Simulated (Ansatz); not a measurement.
# SnS2: experiment and calculation

**Measured values to compare with.**

From “Chemical bonding origin of the unexpected isotropic physical properties in thermoelectric Mg3Sb2 and related materials”, 2018, pmc:6226478, for a bulk crystal of SnS2 at 300 K: lattice constant a 3.6456 ± 0.0004 Å; lattice constant c 5.8934 ± 0.0011 Å.

The results are compared with them further down.

All numbers below come from DFT r2SCAN, scalar-relativistic, plane waves, PAW (Ansatz).

Cutoff 500 eV; k points 12×12×6 on the computed 3-atom cell (Γ-centred); Gaussian smearing, width 0.02 eV; no spin polarisation.

Relaxed structure, symmetry kept:

```
CELL_PARAMETERS angstrom
3.67330 0.00000 0.00000
-1.83665 3.18118 0.00000
0.00000 0.00000 6.26474
ATOMIC_POSITIONS crystal
Sn 0.00000 0.00000 0.00000
S 0.33333 0.66667 0.23337
S 0.66667 0.33333 0.76663
```

```
Space group                                                                                                                                 : P-3m1 (No. 164)
Volume per atom                                                                                                                             : 24.40 Å³
Formation energy from the elements' standard states (uncorrected)                                                                           : -0.492 eV/atom
Generalised Kohn–Sham band gap                                                                                                              : 1.89 eV, indirect from (0.000, 0.161, -0.125) to (0.000, 0.479, 0.333)
Löwdin character of the top 1 eV of the valence band                                                                                        : S 3p 96 %
Löwdin character of the lowest 1 eV of the conduction band                                                                                  : S 3p 54 %, Sn 5s 37 %, unprojected 6 %
Electron masses at the edge by Cartesian direction of the standard setting (m_e; degenerate bands sorted by energy; no spin-orbit coupling) : x: 0.25; y: 0.72; z: 1.5
Hole masses at the edge by Cartesian direction of the standard setting (m_e; degenerate bands sorted by energy; no spin-orbit coupling)     : x: 0.23; y: 1.9; z: 4.2
Bader charges (e)                                                                                                                           : Sn (1 in the cell) 1.69, S (2 in the cell) -0.85
```

Each cell of SnS2 holds layers, and where no dispersion correction was added their binding is poorly described.

Against the measured lattice constant a of SnS2, 3.6456 Å (300 K; quoted in the paper above), the calculated 3.673 Å is off by +0.8 %. 1 more, off the median of the measured values, is set aside. A measured lattice constant c of SnS2 is 5.8934 Å (300 K; quoted in the paper above); the calculated 6.265 Å misses it by +6.3 %. So large a difference can come from the functional (as between layers that it hardly binds), but also from another choice of axes, another phase or a misread value. 2 values of this kind are on record (5.89 to 5.8934 Å); this one was drawn at random among those near their median, those with a stated uncertainty first. The calculation is for 0 K without zero-point motion.

Cost: 8 runs of about 7.7 core-minutes in all, on Arm Neoverse V1 (shared hosts).